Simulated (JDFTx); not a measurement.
# SiS (silylene, thioxo-) in JDFTx: reference runs

Reference runs on SiS (silylene, thioxo-): the cell as given.

All numbers are computed with JDFTx 1.7.0 (patched build); they aren't measurements. Logs are shortened: lines on timing, memory, paths and dates and some standing lists are left out, and cuts for length are marked. The log counts tension as positive stress, the text compression.

## 1. Starting point

The cell holds a molecule in a box, 2 atoms: a = 9.000 Å, b = 9.000 Å, c = 11.000 Å, α = 90.00°, β = 90.00°, γ = 90.00°.

## 2. Single point, PBE

SiS.in reads:

```
lattice \
   17.0075351216     0.0000000000     0.0000000000 \
    0.0000000000    17.0075351216     0.0000000000 \
    0.0000000000     0.0000000000    20.7869873709
coords-type Lattice
ion Si     0.5014444400     0.5023333300     0.4153945000 1
ion S      0.5014444400     0.5023333300     0.5907873200 1

ion-species pseudo/Si.upf
ion-species pseudo/S.upf
elec-cutoff 26 208
elec-ex-corr gga-PBE
kpoint-folding 1 1 1
elec-smearing Fermi 0.0018374661
elec-n-bands 10
electronic-SCF nIterations 100 energyDiffThreshold 1e-09
electronic-minimize nIterations 30 energyDiffThreshold 1e-7
converge-empty-states yes
forces-output-coords Cartesian

dump-name run.$VAR
dump End Ecomponents EigStats BandEigs Kpoints Forces Stress
```

Potentials or basis: PseudoDojo-SR-PBE-0.5-standard with smoothed tails.

Launch:

```console
$ jdftx -c 1 -i SiS.in -o SiS.out
```

Output:

```text
*************** JDFTx 1.7.0 (patched build) ***************

Input parsed successfully to the following command list (including defaults):
[... the input with its defaults ...]

---------- Setting up symmetries ----------

Found 16 point-group symmetries of the bravais lattice
Found 8 space-group symmetries with basis
Applied RMS atom displacement 0 bohrs to make symmetries exact.

---------- Initializing the Grid ----------
R =
[      17.0075            0            0  ]
[            0      17.0075            0  ]
[            0            0       20.787  ]
unit cell volume = 6012.77
G =
[   0.369435          0          0  ]
[          0   0.369435          0  ]
[          0          0   0.302265  ]
Minimum fftbox size, Smin = [  112  112  136  ]
Chosen fftbox size, S = [  112  112  140  ]

---------- Initializing tighter grid for wavefunction operations ----------
R =
[      17.0075            0            0  ]
[            0      17.0075            0  ]
[            0            0       20.787  ]
unit cell volume = 6012.77
G =
[   0.369435          0          0  ]
[          0   0.369435          0  ]
[          0          0   0.302265  ]
Minimum fftbox size, Smin = [  80  80  96  ]
Chosen fftbox size, S = [  80  80  96  ]

---------- Exchange Correlation functional ----------
Initalized PBE GGA exchange.
Initalized PBE GGA correlation.

---------- Setting up pseudopotentials ----------
Width of ionic core gaussian charges (only for fluid interactions / plotting) set to 0

Reading pseudopotential file 'pseudo/Si.upf':
  'Si' pseudopotential, 'PBE' functional
  Generated using ONCVPSP code by D. R. Hamann
  4 valence electrons, 2 orbitals, 6 projectors, 1001 radial grid points, with lMax = 2
    3S    l: 0   occupation:  2.0   eigenvalue: -0.397365
    3P    l: 1   occupation:  2.0   eigenvalue: -0.149981
  Core radius for overlap checks: 1.86 bohrs.

Reading pseudopotential file 'pseudo/S.upf':
  'S' pseudopotential, 'PBE' functional
  Generated using ONCVPSP code by D. R. Hamann
  6 valence electrons, 2 orbitals, 6 projectors, 1001 radial grid points, with lMax = 2
    3S    l: 0   occupation:  2.0   eigenvalue: -0.634163
    3P    l: 1   occupation:  4.0   eigenvalue: -0.257567
  Core radius for overlap checks: 1.43 bohrs.

Initialized 2 species with 2 total atoms.

Folded 1 k-points by 1x1x1 to 1 k-points.

---------- Setting up k-points, bands, fillings ----------
No reducable k-points.
Computing the number of bands and number of electrons
Calculating initial fillings.
nElectrons:  10.000000   nBands: 10   nStates: 1

----- Setting up reduced wavefunction bases (one per k-point) -----
average nbasis = 38191.000 , ideal nbasis = 38073.984

---------- Setting up ewald sum ----------
Optimum gaussian width for ewald sums = 6.462936 bohr.
Real space sum over 1089 unit cells with max indices [  5  5  4  ]
Reciprocal space sum over 1573 terms with max indices [  5  5  6  ]

---------- Allocating electronic variables ----------
Initializing wave functions:  linear combination of atomic orbitals
Note: number of bands (10) exceeds available atomic orbitals (8)
Si pseudo-atom occupations:   s ( 2 )  p ( 2 )
S pseudo-atom occupations:   s ( 2 )  p ( 4 )
	FillingsUpdate:  mu: -0.152058542  nElectrons: 10.000000
LCAOMinimize: Iter:   0  F: -13.9984856100950950  |grad|_K:  5.996e-02  alpha:  1.000e+00
	FillingsUpdate:  mu: -0.181724731  nElectrons: 10.000000
LCAOMinimize: Iter:   1  F: -14.0433698377621710  |grad|_K:  3.317e-02  alpha:  1.467e-01  linmin: -5.352e-01  cgtest:  8.695e-01
LCAOMinimize: Encountered beta<0, resetting CG.
[... 11 lines of inner loops ...]
LCAOMinimize: 	Predicted alpha/alphaT>3.000000, increasing alphaT to 6.692513e-01.
	FillingsUpdate:  mu: -0.192188252  nElectrons: 10.000000
LCAOMinimize: Iter:   7  F: -14.0588986521087111  |grad|_K:  1.546e-06  alpha:  8.364e-01  linmin: -2.047e-04  cgtest:  2.784e-03
LCAOMinimize: Converged (|Delta F|<1.000000e-06 for 2 iters).

-------- Electronic minimization -----------
Will mix electronic density at each iteration.
	FillingsUpdate:  mu: -0.192188252  nElectrons: 10.000000
	FillingsUpdate:  mu: -0.196199791  nElectrons: 10.000000
SCF: Cycle:  0   F: -14.099908123570899   dF: -4.101e-02   |Residual|: 1.806e-01   |deigs|: 1.630e-01
	FillingsUpdate:  mu: -0.184716038  nElectrons: 10.000000
SCF: Cycle:  1   F: -14.157334006636187   dF: -5.743e-02   |Residual|: 8.173e-02   |deigs|: 2.243e-02
	FillingsUpdate:  mu: -0.174398224  nElectrons: 10.000000
SCF: Cycle:  2   F: -14.174071924618872   dF: -1.674e-02   |Residual|: 1.761e-02   |deigs|: 2.094e-02
	FillingsUpdate:  mu: -0.172601684  nElectrons: 10.000000
SCF: Cycle:  3   F: -14.174366569838829   dF: -2.946e-04   |Residual|: 1.066e-02   |deigs|: 1.783e-03
	FillingsUpdate:  mu: -0.167752859  nElectrons: 10.000000
SCF: Cycle:  4   F: -14.174499037324409   dF: -1.325e-04   |Residual|: 4.491e-03   |deigs|: 4.287e-03
	FillingsUpdate:  mu: -0.166328699  nElectrons: 10.000000
SCF: Cycle:  5   F: -14.174560789180376   dF: -6.175e-05   |Residual|: 2.947e-03   |deigs|: 1.606e-03
	FillingsUpdate:  mu: -0.163208385  nElectrons: 10.000000
SCF: Cycle:  6   F: -14.174571749761050   dF: -1.096e-05   |Residual|: 2.348e-03   |deigs|: 3.785e-03
	FillingsUpdate:  mu: -0.162755435  nElectrons: 10.000000
SCF: Cycle:  7   F: -14.174573961775618   dF: -2.212e-06   |Residual|: 1.320e-03   |deigs|: 7.934e-04
	FillingsUpdate:  mu: -0.161805378  nElectrons: 10.000000
SCF: Cycle:  8   F: -14.174575970773208   dF: -2.009e-06   |Residual|: 1.692e-03   |deigs|: 2.472e-03
	FillingsUpdate:  mu: -0.161666726  nElectrons: 10.000000
SCF: Cycle:  9   F: -14.174581975823740   dF: -6.005e-06   |Residual|: 6.179e-04   |deigs|: 3.101e-04
	FillingsUpdate:  mu: -0.161722695  nElectrons: 10.000000
SCF: Cycle: 10   F: -14.174584936808895   dF: -2.961e-06   |Residual|: 6.115e-04   |deigs|: 5.998e-04
	FillingsUpdate:  mu: -0.161632307  nElectrons: 10.000000
SCF: Cycle: 11   F: -14.174585946690861   dF: -1.010e-06   |Residual|: 5.398e-04   |deigs|: 2.964e-04
	FillingsUpdate:  mu: -0.161710147  nElectrons: 10.000000
SCF: Cycle: 12   F: -14.174586367854765   dF: -4.212e-07   |Residual|: 1.377e-04   |deigs|: 2.121e-04
	FillingsUpdate:  mu: -0.161730445  nElectrons: 10.000000
SCF: Cycle: 13   F: -14.174586466692599   dF: -9.884e-08   |Residual|: 1.317e-04   |deigs|: 2.681e-04
	FillingsUpdate:  mu: -0.161735327  nElectrons: 10.000000
SCF: Cycle: 14   F: -14.174586528096873   dF: -6.140e-08   |Residual|: 7.363e-05   |deigs|: 7.955e-05
	FillingsUpdate:  mu: -0.161725952  nElectrons: 10.000000
SCF: Cycle: 15   F: -14.174586551329330   dF: -2.323e-08   |Residual|: 4.198e-05   |deigs|: 2.213e-05
	FillingsUpdate:  mu: -0.161730099  nElectrons: 10.000000
SCF: Cycle: 16   F: -14.174586577866895   dF: -2.654e-08   |Residual|: 2.982e-05   |deigs|: 1.572e-05
	FillingsUpdate:  mu: -0.161735615  nElectrons: 10.000000
SCF: Cycle: 17   F: -14.174586588620793   dF: -1.075e-08   |Residual|: 1.821e-05   |deigs|: 7.111e-05
	FillingsUpdate:  mu: -0.161732326  nElectrons: 10.000000
SCF: Cycle: 18   F: -14.174586594817619   dF: -6.197e-09   |Residual|: 1.041e-05   |deigs|: 9.723e-05
	FillingsUpdate:  mu: -0.161732429  nElectrons: 10.000000
SCF: Cycle: 19   F: -14.174586597652063   dF: -2.834e-09   |Residual|: 6.576e-06   |deigs|: 1.853e-05
	FillingsUpdate:  mu: -0.161734714  nElectrons: 10.000000
SCF: Cycle: 20   F: -14.174586599903167   dF: -2.251e-09   |Residual|: 4.023e-06   |deigs|: 2.931e-05
	FillingsUpdate:  mu: -0.161735699  nElectrons: 10.000000
SCF: Cycle: 21   F: -14.174586600823464   dF: -9.203e-10   |Residual|: 2.182e-06   |deigs|: 1.938e-05
	FillingsUpdate:  mu: -0.161736772  nElectrons: 10.000000
SCF: Cycle: 22   F: -14.174586601046558   dF: -2.231e-10   |Residual|: 1.159e-06   |deigs|: 9.787e-06
SCF: Converged (|Delta E|<1.000000e-09 for 2 iters).

Setting wave functions to eigenvectors of Hamiltonian
Converging empty states (this may take a while): |deigs|: 1.241e-04

# Stress tensor in Cartesian coordinates [Eh/a0^3]:
[ -8.11092e-08            0            0  ]
[            0 -8.11092e-08            0  ]
[            0            0 -7.08172e-06  ]

# Ionic positions in lattice coordinates:
ion Si   0.501444440000000   0.502333330000000   0.415394500000000 1
ion S   0.501444440000000   0.502333330000000   0.590787320000000 1

# Forces in Cartesian coordinates:
force Si   0.000000000000000  -0.000000000000000  -0.011917552322673 1
force S   0.000000000000000  -0.000000000000000   0.011916991430610 1

# Energy components:
   Eewald =       -1.0577107947556394
       EH =       10.5481202109144778
     Eloc =      -27.4531280450397936
      Enl =        2.1259585483303183
      Exc =       -4.5345337194427930
 Exc_core =        1.0173316639569310
       KE =        5.1793755349899424
-------------------------------------
     Etot =      -14.1745866010465580
       TS =        0.0000000000000001
-------------------------------------
        F =      -14.1745866010465580

IonicMinimize: Iter:   0  F: -14.174586601046558  |grad|_K:  6.880e-03
IonicMinimize: None of the convergence criteria satisfied after 0 iterations.

#--- Lowdin population analysis ---
# oxidation-state Si +0.346
# oxidation-state S -0.207

Dumping 'run.eigStats' ...
	eMin: -0.634145 at state 0 ( [ +0.000000 +0.000000 +0.000000 ] spin 0 )
	HOMO: -0.236708 at state 0 ( [ +0.000000 +0.000000 +0.000000 ] spin 0 )
	mu  : -0.161739
	LUMO: -0.096895 at state 0 ( [ +0.000000 +0.000000 +0.000000 ] spin 0 )
	eMax: +0.035159 at state 0 ( [ +0.000000 +0.000000 +0.000000 ] spin 0 )
	HOMO-LUMO gap: +0.139813
	Optical gap  : +0.139813 at state 0 ( [ +0.000000 +0.000000 +0.000000 ] spin 0 )
Done!
[note: mu as printed may lie anywhere between the filled and the empty levels]
```

Wall time 79 s (1 thread of Arm Neoverse V2, shared host); peak memory 0.65 GiB.

What came out:

```
Free energy                     : -385.7102 eV
Largest force                   : 0.613 eV/Å
Gap between the frontier levels : 3.80 eV
Loewdin charges                 : Si +0.35; S -0.21 e
```

Forces in eV/Å, atoms in the order of the input:
```
Si   0.000  0.000 -0.613
S    0.000  0.000  0.613
```

Levels at points of the mesh, in eV from the valence-band top:
```tsv
k point	band 1	band 2	band 3	band 4	band 5	band 6	band 7	band 8	band 9
(0.00, 0.00, 0.00)	-10.81	-3.96	-0.26	-0.26	0.00	3.80	3.80	6.22	6.79
```

Caveat: the atomic charges don't sum to the cell's charge.
